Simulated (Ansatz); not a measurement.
# CuI: a single-point run

Wanted: a converged single-point run for CuI, and a check of what comes out. The structure is shown as the input types it. The cell is built on a prototype (CsCl type) and needn't be the phase found in nature.

Method: density functional or hybrid calculation with the settings of its input, plane waves (as first typed), in Ansatz 0.2.0.

3 further runs of the same task are left out: 3 that didn't finish.

### 1 The starting structure

It takes space group Pm-3m (No. 221, cubic). Conventional cell: a = 3.661 Å, b = 3.661 Å, c = 3.661 Å, α = 90.00°, β = 90.00°, γ = 90.00°. Around Cu (site symmetry m-3m) lie 8 I at 3.17 Å. I (site symmetry m-3m) is surrounded by 8 Cu at 3.17 Å.

The input asks for a charge of -2 e on the cell.

As a file:

```cif
data_structure
_symmetry_space_group_name_H-M 'Pm-3m'
_symmetry_Int_Tables_number 221
_cell_length_a 3.6614
_cell_length_b 3.6614
_cell_length_c 3.6614
_cell_angle_alpha 90.000
_cell_angle_beta 90.000
_cell_angle_gamma 90.000
_cell_volume 49.08
loop_
_atom_site_label
_atom_site_type_symbol
_atom_site_symmetry_multiplicity
_atom_site_Wyckoff_symbol
_atom_site_fract_x
_atom_site_fract_y
_atom_site_fract_z
_atom_site_occupancy
Cu1 Cu 1 a 0.00000 0.00000 0.00000 1
I1 I 1 b 0.50000 0.50000 0.50000 1
```

### 2 Running it

The input, input.yaml:

```yaml
crystal:
  lattice:
    - [3.6613896554, 0.0, 0.0]
    - [0.0, 3.6613896554, 0.0]
    - [0.0, 0.0, 3.6613896554]
  atoms:
    - { symbol: Cu, position: [0.0, 0.0, 0.0] }
    - { symbol: I, position: [0.5, 0.5, 0.5] }
kpoints:
  mp_grid: { grid: [6, 6, 6] }
hamiltonian:
  xc: pbesol
scf:
  occupations: { method: fermi_dirac, width: 0.02 }
  n_extra_bands: 4
  max_iter: 59
output:
  forces: true
  stress: true
  eigenvalues: true
total_charge: -2
```

The run is started by

```bash
$ ansatz run input.yaml --threads 4 --pin off --max-ram 3686MiB --backend cpu --events-out ev --progress --plain --runs-dir out
```

What happens when this is run?

The program finished normally. That alone doesn't make the input a sound one.

The suspect setting: total_charge is -2. The net charge is not the one intended, so the run treats another number of electrons.

The test: delete total_charge (the default then holds).
